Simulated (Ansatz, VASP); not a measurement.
## Se in VASP and in Ansatz

The input INCAR:

```
SYSTEM = Se
ALGO     = Normal         ! electronic algorithm
EDIFF    = 1E-8           ! SCF threshold, eV
ENCUT    = 520            ! plane-wave cutoff, eV
GGA      = PS             ! functional
ISIF     = 2              ! what is computed and relaxed
ISMEAR   = -1             ! smearing method
LASPH    = .True.         ! aspherical terms in the spheres
LCHARG   = .False.        ! write CHGCAR
LEFG     = .True.       
LREAL    = .False.        ! projectors in reciprocal space
LWAVE    = .False.        ! write WAVECAR
NBANDS   = 16             ! bands
NELM     = 80             ! most SCF steps
PREC     = Accurate       ! precision mode
SIGMA    = 0.02           ! smearing width, eV
```

The input KPOINTS:

```
k-points
0
Gamma
  8 8 6
  0 0 0
```

POSCAR

```
Se
1.0
    4.3551696776      0.0000000000      0.0000000000
   -2.1775848388      3.7716875786      0.0000000000
    0.0000000000      0.0000000000      4.9494500000
Se
3
Direct
    0.2170000000      0.0000000000      0.1666666667
    0.0000000000      0.2170000000      0.8333333333
    0.7830000000      0.7830000000      0.5000000000
```

Input for Ansatz:

```yaml
crystal:
  lattice:
    - [4.3551696776, 0.0, 0.0]
    - [-2.1775848388, 3.7716875786, 0.0]
    - [0.0, 0.0, 4.94945]
  atoms:
    - { symbol: Se, position: [0.217, 0.0, 0.1666666667] }
    - { symbol: Se, position: [0.0, 0.217, 0.8333333333] }
    - { symbol: Se, position: [0.783, 0.783, 0.5] }
kpoints:
  mp_grid: { grid: [8, 8, 6] }
  band_path:
    path:
      - [0.0, 0.0, 0.0]
      - [0.5, 0.0, 0.0]
      - [0.3333333333, 0.3333333333, 0.0]
      - [0.0, 0.0, 0.0]
      - [0.0, 0.0, 0.5]
      - [0.5, 0.0, 0.5]
      - [0.3333333333, 0.3333333333, 0.5]
      - [0.0, 0.0, 0.5]
      - [0.5, 0.0, 0.5]
    npoints: 8
scf:
  occupations: { method: fermi_dirac, width: 0.02 }
hamiltonian:
  xc: pbesol
  pseudopotentials: { kind: all_electron, datasets: crystal }
output:
  forces: true
  stress: true
  eigenvalues: true
  efg: { contact_densities: true }
```

Alike in both runs: task electric field gradients; functional PBEsol; k mesh 8 × 8 × 6; occupations fermi-dirac, width 0.02 eV; no spin polarisation.

```csv
,VASP,Ansatz
version,VASP 6.6.1,Ansatz 0.2.0
potentials or method,"VASP PAW PBE potentials, release 64 (Se)","all-electron PAW with datasets made for the crystal, scalar-relativistic"
plane-wave cutoff (eV),520,see its input
```

Ansatz gave:

| Quantity | Value |
| --- | --- |
| gap on the k mesh at the Fermi level (eV) | 1.08 |
| pressure (GPa) | 2.9 |
| largest component of the traceless stress (GPa) | 1.55 |
| rms of the force components (eV/Å) | 0.580 |
| Vzz of the field gradient on the site that differs most (V/Å²) | -503.8 |

What did VASP give for the same quantities?

gap on the k mesh at the Fermi level (eV): 1.05; pressure (GPa): 3.1; largest component of the traceless stress (GPa): 1.66; rms of the force components (eV/Å): 0.617; Vzz of the field gradient on the site that differs most (V/Å²): -480.2.

Atom by atom the forces differ by 0.037 eV/Å (rms over components). Ansatz ran all-electron here, so the differences hold the error of VASP's frozen core and of both bases.

Caveats: the PAW data sets were made with another functional, which shifts forces and pressure a little (VASP). A hybrid or GW would open this gap; PBEsol tends to underestimate it. A k mesh can miss the band edges.
